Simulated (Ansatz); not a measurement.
## Infrared modes and screening in GaP (zincblende)

Measured values to be reproduced:
- ε⁰: 11.147 (static dielectric constant (paper prints symbol eps_inf but compares it with its static value); far-infrared measurements; Literature value printed with the symbol eps_inf, but compared with the static constant; temperature not stated; quoted in “Temperature dependence of the optical phonon reflection band in GaP”, 2021, arxiv:2105.06662)
- phonon mode: 365 cm⁻¹ (TO at Gamma; quoted experimental phonon frequency; Literature experimental value quoted in a table; measurement temperature not given; quoted in “Optical response of (InGa)(AsSb)/GaAs quantum dots embedded in a GaP matrix”, 2019, arxiv:1906.09842)
- infrared mode: 402.5 ± 0.05 cm⁻¹ (LO at Gamma; 300 K; FTIR oblique-incidence reflectance; quoted in “Temperature dependence of the optical phonon reflection band in GaP”, 2021, arxiv:2105.06662)

Perturbation theory with PBEsol in the PAW code Ansatz on the PBEsol cell, ground state and force constants on a 6×6×6 mesh. No spin polarisation and no zero-point or thermal motion.

The symmetry is F-43m (No. 216, cubic); a = 5.439 Å in the conventional setting, 20.11 Å³ an atom. Around Ga lie 4 P at 2.35 Å; around P lie 4 Ga at 2.35 Å.

Space group F-43m (No. 216). a = 5.439 Å, b = 5.439 Å, c = 5.439 Å, α = 90.00°, β = 90.00°, γ = 90.00°
```json
{"atom": "Ga", "site": "4a", "symmetry": "-43m", "x": "0.0000", "y": "0.0000", "z": "0.0000"}
{"atom": "P", "site": "4d", "symmetry": "-43m", "x": "0.2500", "y": "0.2500", "z": "0.7500"}
```

Optical modes without the longitudinal term:
```csv
ω (cm⁻¹),degeneracy,"IR intensity, summed over the level ((D/Å)²/amu)"
357,3,14.37
```

The optical mode at Γ lies at 357 cm⁻¹ without the longitudinal term. With the long-range field the highest mode reaches 389 cm⁻¹. The program warns that the force constants, and all that is formed from them, aren't settled on this k mesh.

The electronic dielectric tensor ε∞ is 10.63 in all directions. With the ions relaxed, ε⁰ is 12.6 in all directions. Born charges, averaged over directions: Ga +2.11, P -2.11 e.

With one polar mode in a cubic crystal the Lyddane-Sachs-Teller relation applies: (ω_LO/ω_TO)² = (389.4/357.4)² = 1.187, and ε⁰/ε∞ = 12.622/10.632 = 1.187. The refractive index √ε∞ is 3.26.

For comparison, on the r2SCAN cell the mean ε∞ is 9.36 with r2SCAN (ground state on 6×6×6; least gap 1.84 eV), 10.37 with PBE.

Calculation and measurement side by side:
- ε⁰, measured 11.147: PBEsol gives 12.62 in all directions.
- Phonon mode at 365 cm⁻¹ (TO at Gamma): the nearest PBEsol mode at Γ lies at 357 cm⁻¹ (-2.1 %).
- Infrared mode at 402 cm⁻¹ (LO at Gamma): the nearest PBEsol mode at Γ, with the long-range field, lies at 389 cm⁻¹ (-3.3 %).
Reports marked as nanostructured, strained, doped, implanted or mixed samples, and transport gaps, were set aside. Modes are paired by degeneracy and infrared activity, where the label gives them, and frequency; they are harmonic.
